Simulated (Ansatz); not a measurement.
A run of Ansatz 0.2.0:

File input.yaml:

```yaml
crystal:
  lattice:
    - [0.0, 2.5663, 2.5663]
    - [2.5663, 0.0, 2.5663]
    - [2.5663, 2.5663, 0.0]
  atoms:
    - { symbol: Sr, position: [0.5, 0.5, 0.5] }
    - { symbol: O, position: [0.0, 0.0, 0.0] }
kpoints:
  mp_grid: { grid: [9, 9, 9] }
scf:
  occupations: { method: fermi_dirac, width: 0.05 }
hamiltonian:
  xc: pbe
  pseudopotentials: { kind: all_electron, lapw: { basis_error: 0.001 } }
output:
  forces: true
  stress: true
relax:
  f_tol: 0.02
  max_steps: 60
  cell: { p_target: 5.0 }
```

Potentials or basis: all-electron LAPW, scalar-relativistic.

Launch:

```sh
$ ansatz run input.yaml --threads 1 --pin off --max-ram 3072MiB --backend cpu --events-out ev --progress --plain --runs-dir out
```

Hardware: 1 thread of Arm Neoverse V2, on a shared host.

Q: How long does it take, and how much memory?

A: Wall time 18 s on 1 thread of Arm Neoverse V2 (shared host), peak memory 0.27 GiB. Counts: scf iterations 22, plane waves 283, k points 35, bands 21, ion steps 5.
